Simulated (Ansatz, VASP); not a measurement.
**Two plane-wave programs on MnAs**

```xyz
4
Lattice="3.7172 0.0000 0.0000 -1.8586 3.2192 0.0000 0.0000 0.0000 5.7044" Properties=species:S:1:pos:R:3 pbc="T T T"
Mn    0.0000    0.0000    0.0000
Mn    0.0000    0.0000    2.8522
As    0.0000    2.1461    1.4261
As    1.8586    1.0731    4.2783
```

Alike in both runs: task single point; functional LDA; k mesh 14 × 14 × 8; occupations gaussian, width 0.05 eV; no spin polarisation.

|  | VASP | Ansatz |
| --- | --- | --- |
| version | VASP 6.6.1 | Ansatz 0.2.0 |
| potentials or method | VASP PAW LDA potentials, release 64 (Mn_pv, As) | scalar-relativistic, plane waves, PAW |
| plane-wave cutoff (eV) | 520 | 420 |
| valence electrons in the cell | 36 | 60 |

```tsv
	VASP	Ansatz	Ansatz less VASP
gap on the k mesh at the Fermi level (eV)	none	none	-
pressure (GPa)	-27.5	-27.8	-0.30
largest component of the traceless stress (GPa)	2.24	2.34	+0.101
```

A gap of «none» marks a metal or a gap that the smearing closes. The two sets of potentials don't hold the same shells in valence.

Caveats: so large a pressure means that the cell lies far from this level's equilibrium, or that cutoff or potentials fall short (VASP). Spin polarisation is off, so any magnetic state and its effect on volume and gap are missing.
